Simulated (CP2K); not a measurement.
Runs of CP2K 2026.2 on CuO. The structure is cubic, space group Pm-3m (No. 221). Conventional cell: a = 2.553 Å, b = 2.553 Å, c = 2.553 Å, α = 90.00°, β = 90.00°, γ = 90.00°. Cu (site symmetry m-3m) has 8 O at 2.21 Å as nearest neighbours. O (site symmetry m-3m) has 8 Cu at 2.21 Å as nearest neighbours. Measurements of this composition are mostly on another form, of space group No. 15.

| level | D3 from the s-dftd3 library (D3_REFERENCE_CODE) | cutoff radius of the dispersion sum (A) | cutoff of the non-local correlation (Ry) | gap on the mesh (eV) | pressure (GPa) |
| --- | --- | --- | --- | --- | --- |
| r2SCAN | - | - | - | none | 15.2 |
| r2SCAN+D3(BJ)+ATM | yes | 20 | - | none | (a) |
| r2SCAN+rVV10 | - | - | 300 | none | 13.3 |
| r2SCAN+D4 | - | 20 | - | none | 13.4 |
| r2SCAN+D3(BJ) | yes | 20 | - | none | (b) |

Alike in all rows: task single point; potentials or basis POTENTIAL_UZH Cu GTH-SCAN-q11, O GTH-SCAN-q6; TZVP-MOLOPT-SCAN-GTH basis; no spin polarisation; cell as given; k mesh 10 × 10 × 10; smearing fermi-dirac 0.05 eV.

Question: Fill in the values left out.

Answer: (a) 12.9; (b) 12.0.

Caveats: the basis of atomic orbitals isn't converged, which shifts pressures, moduli and gaps; an odd number of electrons without spin polarisation forces a metal; a magnetic or distorted state may lie lower; the run has no spin polarisation, though such a crystal can be magnetic; semilocal functionals often make such compounds metallic where correlation or magnetic order opens a gap, which also shifts bond lengths; pairwise dispersion overbinds metals, which lowers pressure and volume (some runs).

A gap of «none» marks a metal or a gap under the smearing width.
